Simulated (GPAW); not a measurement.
# GaN in GPAW: the effect of functional

GaN:

```
Ga N
1.0
     0.00000    2.25350    2.25350
     2.25350    0.00000    2.25350
     2.25350    2.25350    0.00000
Ga N
1 1
Cartesian
  0.0000 0.0000 0.0000
  1.1268 1.1268 1.1268
```

The cell is a database's computed one.

Alike in all runs:

```yaml
Program: GPAW 26.7.0
Task: dielectric tensor
Cutoff: 600 eV
Basis: pw
k_mesh: 8 × 8 × 8
Occupations: fermi-dirac, width 0.001 eV
Spin: no spin polarisation
```

Problem. One run gave: gap on the mesh 1.83 eV; dielectric constant 5.53 mean. Which functional did it use?
A. AM05
B. RPBE
C. LDA
D. PBEsol

Solution. B.

```tsv
functional	potentials or basis	gap on the mesh (eV)	dielectric constant (mean)
LDA	the program's PAW data sets (release 1.2.1) made for this functional	1.84	5.66
AM05	PAW data sets generated in the run's folder for this functional	1.84	5.62
RPBE	the program's PAW data sets (release 1.2.1) made for this functional	1.83	5.53
PBEsol	PAW data sets generated in the run's folder for this functional	1.76	5.71
```

Caveats: the long-wavelength limit can be off by a per cent or two.

A k mesh can miss the band edges.

Runs at the PBE level aren't shown here.
